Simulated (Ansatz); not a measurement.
Cold compression of Y (omega type)

```xyz
3
Lattice="5.6479 0.0000 0.0000 -2.8239 4.8912 0.0000 0.0000 0.0000 3.5285" Properties=species:S:1:pos:R:3 pbc="T T T"
Y     0.0000    0.0000    0.0000
Y     0.0000    3.2608    1.7643
Y     2.8239    1.6304    1.7643
```

The cell comes from a relaxation on PAW files under the same functional, begun from a prototype that needn't be the stable phase.

Its volume is scaled, and at each volume shape and atoms are relaxed on PAW files; all methods then take that cell.

All numbers are PBE results (scalar-relativistic) from Ansatz 0.2.0, with a Γ-centred 6×6×9 k mesh, Fermi–Dirac smearing of 0.08 eV, no spin polarisation. Methods: LAPW: all electrons, basis error target 1 meV/atom; PAW: frozen-core files, cutoff 420 eV; crystal datasets: all electrons, by PAW datasets that the program makes for each cell; norm-conserving: pseudopotentials, cutoff 980 eV; PAW (cutoff 300 eV): frozen-core files, cutoff 300 eV.

Energies are extrapolated to zero smearing and count from the unscaled cell; pressure is positive in compression; gaps take the mesh and a band path. No temperature or zero-point motion is included.

```csv
V/V0,V (Å³/atom),P LAPW (GPa),ΔE LAPW (eV/atom),P PAW − LAPW (GPa),ΔE PAW − LAPW (meV/atom),space group,shortest distance (Å)
1.00,32.49,0.01,0.000,0.00,0.0,P6/mmm,3.261
0.80,25.99,?,0.206,0.00,0.0,P6/mmm,3.048
0.70,22.74,23.9,0.561,0.00,0.0,P6/mmm,2.930
0.50,16.25,77.2,2.402,-0.02,-0.3,P6/mmm,2.657
0.40,13.00,148.2,4.597,-0.07,-1.0,P6/mmm,2.461
```

(1) Fill in "P LAPW (GPa)" for the row "0.80".

(2) Fit the Vinet equation to the LAPW pressures over the whole range, with residuals weighted by 1/(|P| + 0.03·Pmax).

(3) From the table, what is the rise of the enthalpy H = E + pV up to the last row, and how stiff is the crystal between the last two rows?

(4) At the smallest volume, how far do crystal datasets and norm-conserving and PAW (cutoff 300 eV) lie from LAPW in pressure?

(5) How do the Löwdin populations by LAPW change from the unscaled cell to the last row?

Answers

(1) 12.23.

(2) V0 = 32.51 Å³/atom, B0 = 36.5 GPa and B0′ = 3.55, and the fit misses no point by more than 2.6 GPa. A fit over so wide a range pins B0 less well than one near rest.

(3) ΔH = 4.597 eV + (148.2 GPa × 13.00 Å³ − 0.01 GPa × 32.49 Å³) × 0.006242 eV/(GPa·Å³) = 16.62 eV/atom, of which pV makes 72 %. The mean bulk modulus there is −ΔP/Δln V = 318 GPa.

(4) crystal datasets: 0.00 GPa; norm-conserving: +0.08 GPa; PAW (cutoff 300 eV): -0.01 GPa, on a LAPW pressure of 148.2 GPa.

(5) Y 4s 1.95 → 1.79, Y 5s 0.84 → 0.37, Y 4p 5.97 → 5.68, Y 4d 2.18 → 3.16 electrons an atom. These are projections on the shells that the free atoms fill; 0.19 e a cell lies outside them at the start and 0.07 e at the end.
